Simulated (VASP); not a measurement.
Input of a VASP 6.6.1 run:

Contents of POSCAR:

```
Ni
1.0
    0.0000000000      1.7375729330      1.7375729330
    1.7375729330      0.0000000000      1.7375729330
    1.7375729330      1.7375729330      0.0000000000
Ni
1
Direct
    0.0000000000      0.0000000000      0.0000000000
```

Contents of INCAR.step1:

```
PREC = Accurate ; ENCUT = 500
EDIFF = 1E-7 ; ISMEAR = -1
SIGMA = 0.05 ; LREAL = False
LASPH = True ; NELM = 150
ALGO = Normal ; ISIF = 2
LWAVE = False ; LCHARG = True
ISPIN = 2 ; MAGMOM = 1
LORBIT = 11 ; LMAXMIX = 4
GGA = PE ; NBANDS = 15
```

File KPOINTS.step1:

```
regular mesh
0
Gamma
  13 13 13
```

The input INCAR.step2:

```
PREC = Accurate ; ENCUT = 500
EDIFF = 1E-7 ; ISMEAR = 0
SIGMA = 0.05 ; LREAL = False
LASPH = True ; NELM = 150
ALGO = Normal ; ISIF = 2
LWAVE = False ; LCHARG = False
ISPIN = 2 ; MAGMOM = 1
LORBIT = 11 ; LMAXMIX = 4
GGA = PE ; NBANDS = 15
ICHARG = 11
```

Contents of KPOINTS.step2:

```
path GXWKGLUWLK,UX
15
line-mode
reciprocal
 0.0000000000  0.0000000000  0.0000000000  G
 0.5000000000  0.0000000000  0.5000000000  X

 0.5000000000  0.0000000000  0.5000000000  X
 0.5000000000  0.2500000000  0.7500000000  W

 0.5000000000  0.2500000000  0.7500000000  W
 0.3750000000  0.3750000000  0.7500000000  K

 0.3750000000  0.3750000000  0.7500000000  K
 0.0000000000  0.0000000000  0.0000000000  G

 0.0000000000  0.0000000000  0.0000000000  G
 0.5000000000  0.5000000000  0.5000000000  L

 0.5000000000  0.5000000000  0.5000000000  L
 0.6250000000  0.2500000000  0.6250000000  U

 0.6250000000  0.2500000000  0.6250000000  U
 0.5000000000  0.2500000000  0.7500000000  W

 0.5000000000  0.2500000000  0.7500000000  W
 0.5000000000  0.5000000000  0.5000000000  L

 0.5000000000  0.5000000000  0.5000000000  L
 0.3750000000  0.3750000000  0.7500000000  K

 0.6250000000  0.2500000000  0.6250000000  U
 0.5000000000  0.0000000000  0.5000000000  X
```

Potentials or basis: VASP PAW PBE potentials, release 54 (Ni).

The run is started by

```sh
$ cat potpaw_PBE.54/Ni/POTCAR > POTCAR
$ cp INCAR.step1 INCAR
$ cp KPOINTS.step1 KPOINTS
$ mpirun -np 1 vasp_std > vasp.out
$ cp INCAR.step2 INCAR
$ cp KPOINTS.step2 KPOINTS
$ mpirun -np 1 vasp_std > vasp.out
```

(1) What does it give for the net moment?

(2) What does it give for the band gap along the path?

Answers

(1) 0.62 μB per cell.

(2) none (metal or under the smearing width).
